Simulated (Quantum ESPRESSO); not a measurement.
TiO2 under changes of volume

One of the cells (10.435 Å³/atom); the others are scaled copies at fixed shape and fractional positions:

```xyz
6
Lattice="4.5998 0.0000 0.0000 0.0000 4.5998 0.0000 0.0000 0.0000 2.9592" Properties=species:S:1:pos:R:3 pbc="T T T"
Ti    0.0000    0.0000    1.4796
Ti    2.2999    2.2999    0.0000
O     1.3998    1.3998    1.4796
O     0.9001    3.6997    0.0000
O     3.6997    0.9001    0.0000
O     3.2000    3.2000    1.4796
```

The cell is a database's computed one.

```yaml
Program: Quantum ESPRESSO 7.5
Functional: PBEsol
Potentials_or_basis: PseudoDojo 0.4 SR PBEsol stringent
Cutoff: 1252 eV
Density_cutoff: 5007 eV
k_mesh: 5 × 5 × 8
Occupations: fermi-dirac, width 0.05 eV
Spin: no spin polarisation
```

```tsv
volume (Å³/atom)	energy over the lowest point (meV/atom)	pressure (GPa)	gap on the mesh (eV)	largest force (eV/Å)
9.809	19.20	13.3	2.00	0.230
10.018	5.84	7.2	1.95	0.119
10.227	0.00	1.8	1.90	0.016
10.435	0.93	-3.1	1.85	0.080
10.644	?	?	?	?
10.853	20.40	-11.5	1.75	0.252
11.062	37.76	-15.1	1.71	0.329
```

**Question.** What does the run at 10.644 Å³/atom give?

**Answer.** Energy over the lowest point 7.93 meV/atom; pressure -7.6 GPa; gap on the mesh 1.80 eV; largest force 0.169 eV/Å.

Worked out: A Birch-Murnaghan fit of order 3 (a polynomial in V^(-2/3)) to the other rows has its minimum at 10.30 Å³/atom with B0 = V·E''(V) = 246 GPa and B' = 4.3 at fixed shape and positions, which overstates the stiffness. It gives 7.93 meV/atom at 10.644 Å³/atom, against the run's 7.93, and -dE/dV = -7.5 GPa, against -7.6. A straight line through the other rows of the gap, of slope -2.44 eV per unit of ln V (its deformation potential), gives 1.80 eV, against the run's 1.80.

Energies are extrapolated to zero smearing.

Caveats: an odd mesh through Γ misses points on the zone boundary, where band edges often lie.
